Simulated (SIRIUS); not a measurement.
# BaTiO3 (Barioperovskite) (Amm2) in SIRIUS: equation of state

How stiff is BaTiO3 (Barioperovskite) in PBE, and what volume does it want? The cell is scaled to several volumes.

Program: SIRIUS 7.12.0. These are calculated values, not measurements. Logs are shortened: lines on timing, memory, paths and dates and some standing lists are left out, and cuts for length are marked. The log counts tension as positive stress, the text compression.

### Step 1. Starting point

Symmetry: Amm2, No. 38, orthorhombic system. The conventional cell has a = 3.986 Å, b = 5.674 Å, c = 5.690 Å, α = 90.00°, β = 90.00°, γ = 90.00°. Ba (site symmetry mm2) has 12 O at 2.77 to 2.92 Å as nearest neighbours. Ti (site symmetry mm2) is surrounded by 6 O at 1.93 to 2.09 Å. O (site symmetry m) has 2 Ti at 1.93 to 2.09 Å as nearest neighbours. Around O (site symmetry mm2) lie 2 Ti at 2.00 Å.

### Step 2. Single point, PBE, 12.10 Å³/atom (volume scaled by 0.94)

The input, sirius.json:

```json
{
  "control": {
    "processing_unit": "cpu",
    "verbosity": 2,
    "num_bands_to_print": 29,
    "print_forces": true,
    "print_stress": true
  },
  "parameters": {
    "electronic_structure_method": "pseudopotential",
    "xc_functionals": ["XC_GGA_X_PBE", "XC_GGA_C_PBE"],
    "gk_cutoff": 9.2,
    "pw_cutoff": 18.4,
    "ngridk": [7, 7, 7],
    "shiftk": [0, 0, 0],
    "smearing": "fermi_dirac",
    "smearing_width": 0.0018374661,
    "num_bands": 29,
    "num_mag_dims": 0,
    "num_dft_iter": 100,
    "energy_tol": 1e-08,
    "density_tol": 1e-06
  },
  "iterative_solver": {
    "type": "davidson",
    "min_tolerance": 1e-10
  },
  "mixer": {
    "type": "anderson",
    "beta": 0.7,
    "max_history": 8
  },
  "settings": {
    "tol_ne": 1e-10,
    "pseudo_grid_cutoff": 6.5
  },
  "unit_cell": {
    "lattice_vectors": [
      [7.377756176684, 0.0, 0.0],
      [0.0, 5.25152590577, 5.266797888828],
      [0.0, -5.25152590577, 5.266797888828]
    ],
    "atom_coordinate_units": "lattice",
    "atom_types": ["Ba", "Ti", "O"],
    "atom_files": {
      "O": "O.json",
      "Ba": "Ba.json",
      "Ti": "Ti.json"
    },
    "atoms": {
      "Ba": [
        [0.0, 0.0, 0.0]
      ],
      "Ti": [
        [0.5, 0.5124, 0.5124]
      ],
      "O": [
        [0.5, 0.99184, 0.50524],
        [0.5, 0.50524, 0.99184],
        [0.0, 0.4874, 0.4874]
      ]
    }
  }
}
```

Potentials or basis: PseudoDojo 0.4.1 PBE standard (scalar relativistic).

Started as:

```sh
> upf_to_json O.upf
> upf_to_json Ba.upf
> upf_to_json Ti.upf
> OMP_NUM_THREADS=4 sirius.scf --input=sirius.json --output=out.json --task=0
```

What it wrote:

```text
[info] SIRIUS version : 7.12.0
[info] number of MPI ranks           : 1
[info] MPI grid                      : 1 1
[info] maximum number of OMP threads : 4
[fft] FFT context for density and potential
[fft] =====================================
[fft]   comm size                             : 1
[fft]   plane wave cutoff                     : 18.4
[fft]   grid size                             : 48 48 48   total : 110592
[fft]   grid limits                           : -23 24   -23 24   -23 24
[fft]   number of G-vectors within the cutoff : 21510
[fft]   local number of G-vectors             : 21510
[fft]   number of G-shells                    : 5838
[fft] FFT context for coarse grid
[fft] =====================================
[fft]   comm size                             : 1
[fft]   plane wave cutoff                     : 18.4
[fft]   grid size                             : 48 48 48   total : 110592
[fft]   grid limits                           : -23 24   -23 24   -23 24
[fft]   number of G-vectors within the cutoff : 21510
[fft]   local number of G-vectors             : 21510
[fft]   number of G-shells                    : 5838
[unit cell] lattice vectors
[unit cell]   a1 :       7.3777561767      0.0000000000      0.0000000000
[unit cell]   a2 :       0.0000000000      5.2515259058      5.2667978888
[unit cell]   a3 :       0.0000000000     -5.2515259058      5.2667978888
[unit cell] reciprocal lattice vectors
[unit cell]   b1 :       0.8516390562      0.0000000000     -0.0000000000
[unit cell]   b2 :      -0.0000000000      0.5982247274      0.5964900723
[unit cell]   b3 :       0.0000000000     -0.5982247274      0.5964900723
[unit cell] unit cell volume :       408.11866659 [a.u.^3]
[unit cell] 1/sqrt(omega)    :         0.04950018
[unit cell] MT volume        :         0.00000000 ( 0.00%)
[unit cell] IT volume        :       408.11866659 (100.00%)
[unit cell] number of atom types : 3
[unit cell] type id : 0 symbol : Ba mt_radius :  19.570000 num_atoms : 1
[unit cell] type id : 1 symbol : Ti mt_radius :  15.850000 num_atoms : 1
[unit cell] type id : 2 symbol :  O mt_radius :   9.350000 num_atoms : 3
[unit cell] total number of atoms : 5
[unit cell] number of symmetry classes : 4
[unit cell] number of PAW atoms : 0
[unit cell] atom id  type id  class id             position                      vector_field
[... 425 lines left out ...]
[find] Energy
[find] --------------------------------------------------------------------------------
[find] valence_eval_sum               :      -3.75642992
[find] <rho|V^{XC}>                   :     -29.26968073
[find] <rho|E^{XC}>                   :     -28.15821157
[find] <mag|B^{XC}>                   :       0.00000000
[find] <rho|V^{H}>                    :      58.23735456
[find] one-electron contribution      :     -32.72410375 (Ha),     -65.44820750 (Ry)
[find] hartree contribution           :      29.11867728
[find] xc contribution                :     -28.15821157
[find] ewald contribution             :    -105.61479275
[find] PAW contribution               :       0.00000000
[find] smearing (-TS)                 :      -0.00000000
[find] SCF correction                 :       0.00000102
[find] Total energy                   :    -137.37842977 (Ha),    -274.75685954 (Ry)
[find] Free energy (E-TS)             :    -137.37842977 (Ha),    -274.75685954 (Ry)
[find] band gap (eV)                  :       2.11316743
[find] Efermi                         :       0.45189637
[ground_state] === stress tensor components [kbar] ===
[ground_state] === stress_kin ===
[ground_state] -30308.435801    0.000000    0.000000
[ground_state]     0.000000-30327.482775    0.000000
[ground_state]     0.000000    0.000000-30316.087181
[ground_state] === stress_har ===
[ground_state] -7064.700971    0.000000    0.000000
[ground_state]     0.000000-6965.335893    0.000000
[ground_state]     0.000000    0.000000-6961.430101
[ground_state] === stress_ewald ===
[ground_state] 25304.245445    0.000000    0.000000
[ground_state]     0.00000025407.490057    0.000000
[ground_state]     0.000000    0.00000025425.288571
[ground_state] === stress_vloc ===
[ground_state]  6275.986573    0.000000    0.000000
[ground_state]     0.000000 6079.383161    0.000000
[ground_state]     0.000000    0.000000 6058.019887
[ground_state] === stress_xc ===
[ground_state]  1054.986552    0.000000    0.000000
[ground_state]     0.000000 1054.930680    0.000000
[ground_state]     0.000000    0.000000 1055.080781
[ground_state] === stress_core ===
[ground_state]  4804.519484    0.000000    0.000000
[ground_state]     0.000000 4804.678850    0.000000
[ground_state]     0.000000    0.000000 4804.686774
[ground_state] === stress_nonloc ===
[ground_state]  -216.484666    0.000000    0.000000
[ground_state]     0.000000 -204.690788    0.000000
[ground_state]     0.000000    0.000000 -209.131584
[ground_state] === stress_us_nl ===
[ground_state]  -216.484666    0.000000    0.000000
[ground_state]     0.000000 -204.690788    0.000000
[ground_state]     0.000000    0.000000 -209.131584
[ground_state] === stress_total ===
[ground_state]  -149.883384    0.000000    0.000000
[ground_state]     0.000000 -151.026708    0.000000
[ground_state]     0.000000    0.000000 -143.572852
[ground_state] ==== total Forces in Ha/bohr =====
[ground_state] atom:    0, force:       0.0000000      0.0000000      0.0032776
[ground_state] atom:    1, force:       0.0000000      0.0000000     -0.0029559
[ground_state] atom:    2, force:       0.0000000      0.0045846     -0.0019382
[ground_state] atom:    3, force:       0.0000000     -0.0045846     -0.0019382
[ground_state] atom:    4, force:       0.0000000      0.0000000      0.0035442
[ground_state] ==== ultrasoft contribution from Qij =====
[ground_state] atom:    0, force:       0.0000000      0.0000000      0.0000000
[ground_state] atom:    1, force:       0.0000000      0.0000000      0.0000000
[ground_state] atom:    2, force:       0.0000000      0.0000000      0.0000000
[ground_state] atom:    3, force:       0.0000000      0.0000000      0.0000000
[ground_state] atom:    4, force:       0.0000000      0.0000000      0.0000000
[ground_state] ==== non-local contribution from Beta-projector =====
[ground_state] atom:    0, force:       0.0000000      0.0000000     -0.0000396
[ground_state] atom:    1, force:       0.0000000      0.0000000      0.0318010
[ground_state] atom:    2, force:       0.0000000     -0.0484441     -0.0483130
[ground_state] atom:    3, force:       0.0000000      0.0484441     -0.0483130
[ground_state] atom:    4, force:       0.0000000      0.0000000      0.0308812
[ground_state] ==== contribution from local potential =====
[ground_state] atom:    0, force:       0.0000000      0.0000000     -0.1212950
[ground_state] atom:    1, force:       0.0000000      0.0000000      0.7764036
[ground_state] atom:    2, force:       0.0000000     -0.7274807     -0.4894226
[ground_state] atom:    3, force:       0.0000000      0.7274807     -0.4894226
[ground_state] atom:    4, force:       0.0000000      0.0000000      0.3589999
[ground_state] ==== contribution from core density =====
[ground_state] atom:    0, force:       0.0000000      0.0000000     -0.0001243
[ground_state] atom:    1, force:       0.0000000      0.0000000     -0.0014724
[ground_state] atom:    2, force:       0.0000000      0.0003220      0.0006047
[ground_state] atom:    3, force:       0.0000000     -0.0003220      0.0006047
[ground_state] atom:    4, force:       0.0000000      0.0000000     -0.0009024
[ground_state] ==== Ewald forces from ions =====
[ground_state] atom:    0, force:       0.0000000      0.0000000      0.1247365
[ground_state] atom:    1, force:       0.0000000      0.0000000     -0.8096877
[ground_state] atom:    2, force:       0.0000000      0.7801874      0.5351928
[ground_state] atom:    3, force:       0.0000000     -0.7801874      0.5351928
[ground_state] atom:    4, force:       0.0000000      0.0000000     -0.3854343
[~DFT_ground_state] local op. applied: 72713
[~DFT_ground_state] evp. work count: 10452.2
[~DFT_ground_state] number of iterative solver steps: 2854
```

Wall time 82 s (4 threads of Intel Xeon at 2.80GHz (Skylake/Cascade Lake), shared host); peak memory 1.2 GiB.

What came out:

```yaml
Free_energy: -3738.2575 eV
Pressure: 14.8 GPa
Largest_force: 0.256 eV/Å
Band_gap_on_the_k_mesh: 2.11 eV
```

Caveat: this release of the barium file is off; spin-orbit coupling is left out, which moves the levels of the heavy elements; an odd mesh through Γ misses points on the zone boundary, where band edges often lie.

### Step 3. Single point, PBE, 12.35 Å³/atom (volume scaled by 0.96)

Edit sirius.json of step 2 so:

```diff
@@ -38,5 +38,5 @@
     "lattice_vectors": [
-      [7.377756176684, 0.0, 0.0],
-      [0.0, 5.25152590577, 5.266797888828],
-      [0.0, -5.25152590577, 5.266797888828]
+      [7.429713917935, 0.0, 0.0],
+      [0.0, 5.288509701173, 5.30388923686],
+      [0.0, -5.288509701173, 5.30388923686]
     ],
```

Potentials or basis: PseudoDojo 0.4.1 PBE standard (scalar relativistic).

Started as:

```sh
> upf_to_json O.upf
> upf_to_json Ba.upf
> upf_to_json Ti.upf
> OMP_NUM_THREADS=4 sirius.scf --input=sirius.json --output=out.json --task=0
```

It took 79 s on 4 threads of Intel Xeon at 2.80GHz (Skylake/Cascade Lake), shared host; peak memory 1.2 GiB.

The run converged. Its results:

| Item | Value |
| --- | --- |
| Free energy | -3738.3582 eV |
| Pressure | 10.3 GPa |
| Largest force | 0.222 eV/Å |
| Band gap on the k mesh | 2.07 eV |

Caveat: this release of the barium file is off; spin-orbit coupling is left out, which moves the levels of the heavy elements; an odd mesh through Γ misses points on the zone boundary, where band edges often lie.

### Step 4. Single point, PBE, 12.61 Å³/atom (volume scaled by 0.98)

Edit sirius.json of step 3 so:

```diff
@@ -38,5 +38,5 @@
     "lattice_vectors": [
-      [7.429713917935, 0.0, 0.0],
-      [0.0, 5.288509701173, 5.30388923686],
-      [0.0, -5.288509701173, 5.30388923686]
+      [7.480954943514, 0.0, 0.0],
+      [0.0, 5.324983334395, 5.340468939276],
+      [0.0, -5.324983334395, 5.340468939276]
     ],
```

Started as:

```sh
> upf_to_json O.upf
> upf_to_json Ba.upf
> upf_to_json Ti.upf
> OMP_NUM_THREADS=4 sirius.scf --input=sirius.json --output=out.json --task=0
```

Run time: 84 s. Hardware: 4 threads of Intel Xeon at 2.80GHz (Skylake/Cascade Lake), shared host; peak memory 1.2 GiB.

The run converged. Its results:

```yaml
Free_energy: -3738.4244 eV
Pressure: 6.2 GPa
Largest_force: 0.233 eV/Å
Band_gap_on_the_k_mesh: 2.02 eV
```

Caveat: this release of the barium file is off; spin-orbit coupling is left out, which moves the levels of the heavy elements; an odd mesh through Γ misses points on the zone boundary, where band edges often lie.

### Step 5. Single point, PBE, 12.87 Å³/atom

Edit sirius.json of step 4 so:

```diff
@@ -38,5 +38,5 @@
     "lattice_vectors": [
-      [7.480954943514, 0.0, 0.0],
-      [0.0, 5.324983334395, 5.340468939276],
-      [0.0, -5.324983334395, 5.340468939276]
+      [7.531503469696, 0.0, 0.0],
+      [0.0, 5.360964042951, 5.376554283479],
+      [0.0, -5.360964042951, 5.376554283479]
     ],
```

Started as:

```sh
> upf_to_json O.upf
> upf_to_json Ba.upf
> upf_to_json Ti.upf
> OMP_NUM_THREADS=4 sirius.scf --input=sirius.json --output=out.json --task=0
```

Run time: 74 s. Hardware: 4 threads of Intel Xeon at 2.80GHz (Skylake/Cascade Lake), shared host; peak memory 1.3 GiB.

The run converged. Its results:

* Free energy: -3738.4596 eV
* Pressure: 2.6 GPa
* Largest force: 0.275 eV/Å
* Band gap on the k mesh: 1.97 eV

Caveat: this release of the barium file is off; spin-orbit coupling is left out, which moves the levels of the heavy elements; an odd mesh through Γ misses points on the zone boundary, where band edges often lie.

### Step 6. Single point, PBE, 13.12 Å³/atom (volume scaled by 1.02)

Edit sirius.json of step 5 so:

```diff
@@ -38,5 +38,5 @@
     "lattice_vectors": [
-      [7.531503469696, 0.0, 0.0],
-      [0.0, 5.360964042951, 5.376554283479],
-      [0.0, -5.360964042951, 5.376554283479]
+      [7.581382429818, 0.0, 0.0],
+      [0.0, 5.396468150862, 5.412161640923],
+      [0.0, -5.396468150862, 5.412161640923]
     ],
```

Potentials or basis: PseudoDojo 0.4.1 PBE standard (scalar relativistic).

Started as:

```sh
> upf_to_json O.upf
> upf_to_json Ba.upf
> upf_to_json Ti.upf
> OMP_NUM_THREADS=4 sirius.scf --input=sirius.json --output=out.json --task=0
```

It took 78 s on 4 threads of Intel Xeon at 2.80GHz (Skylake/Cascade Lake), shared host; peak memory 1.3 GiB.

It converged, with:

```
Free energy            : -3738.4671 eV
Pressure               : -0.7 GPa
Largest force          : 0.333 eV/Å
Band gap on the k mesh : 1.93 eV
```

Caveat: this release of the barium file is off; spin-orbit coupling is left out, which moves the levels of the heavy elements; an odd mesh through Γ misses points on the zone boundary, where band edges often lie.

### Step 7. Single point, PBE, 13.38 Å³/atom (volume scaled by 1.04)

Edit sirius.json of step 6 so:

```diff
@@ -38,5 +38,5 @@
     "lattice_vectors": [
-      [7.581382429818, 0.0, 0.0],
-      [0.0, 5.396468150862, 5.412161640923],
-      [0.0, -5.396468150862, 5.412161640923]
+      [7.630613565179, 0.0, 0.0],
+      [0.0, 5.431511133662, 5.447306532496],
+      [0.0, -5.431511133662, 5.447306532496]
     ],
```

Started as:

```sh
> upf_to_json O.upf
> upf_to_json Ba.upf
> upf_to_json Ti.upf
> OMP_NUM_THREADS=4 sirius.scf --input=sirius.json --output=out.json --task=0
```

It took 71 s on 4 threads of Intel Xeon at 2.80GHz (Skylake/Cascade Lake), shared host; peak memory 1.3 GiB.

It converged, with:

| Property | Result |
| --- | --- |
| Free energy | -3738.4496 eV |
| Pressure | -3.6 GPa |
| Largest force | 0.396 eV/Å |
| Band gap on the k mesh | 1.89 eV |

Caveat: this release of the barium file is off; spin-orbit coupling is left out, which moves the levels of the heavy elements; an odd mesh through Γ misses points on the zone boundary, where band edges often lie.

### Step 8. Single point, PBE, 13.64 Å³/atom (volume scaled by 1.06)

Edit sirius.json of step 7 so:

```diff
@@ -38,5 +38,5 @@
     "lattice_vectors": [
-      [7.630613565179, 0.0, 0.0],
-      [0.0, 5.431511133662, 5.447306532496],
-      [0.0, -5.431511133662, 5.447306532496]
+      [7.679217509888, 0.0, 0.0],
+      [0.0, 5.466107678681, 5.482003687857],
+      [0.0, -5.466107678681, 5.482003687857]
     ],
```

Started as:

```sh
> upf_to_json O.upf
> upf_to_json Ba.upf
> upf_to_json Ti.upf
> OMP_NUM_THREADS=4 sirius.scf --input=sirius.json --output=out.json --task=0
```

It took 81 s on 4 threads of Intel Xeon at 2.80GHz (Skylake/Cascade Lake), shared host; peak memory 1.3 GiB.

The run converged. Its results:

```
Free energy            : -3738.4098 eV
Pressure               : -6.3 GPa
Largest force          : 0.460 eV/Å
Band gap on the k mesh : 1.84 eV
```

Caveat: this release of the barium file is off; spin-orbit coupling is left out, which moves the levels of the heavy elements; an odd mesh through Γ misses points on the zone boundary, where band edges often lie.

### Step 9. Equation of state, PBE

Potentials or basis: PseudoDojo 0.4.1 PBE standard (scalar relativistic).

This step only gathers the single runs of the series.

Results:

- Equilibrium volume: 13.07 Å³/atom
- Bulk modulus at fixed shape and positions: 161 GPa
- Pressure derivative of the bulk modulus: 4.5

Energy against volume, from the lowest point:
```
volume (Å³/atom)  energy (meV/atom)
          12.095              41.91
          12.353              21.77
          12.610               8.54
          12.867               1.49
          13.125               0.00
          13.382               3.49
          13.639              11.45
```

Caveat: this release of the barium file is off; the cell was scaled at fixed shape and fractional positions, which overstates the stiffness of a crystal with free parameters, most of all of layers and chains. Spin-orbit coupling is left out, which matters for the levels of Ba.
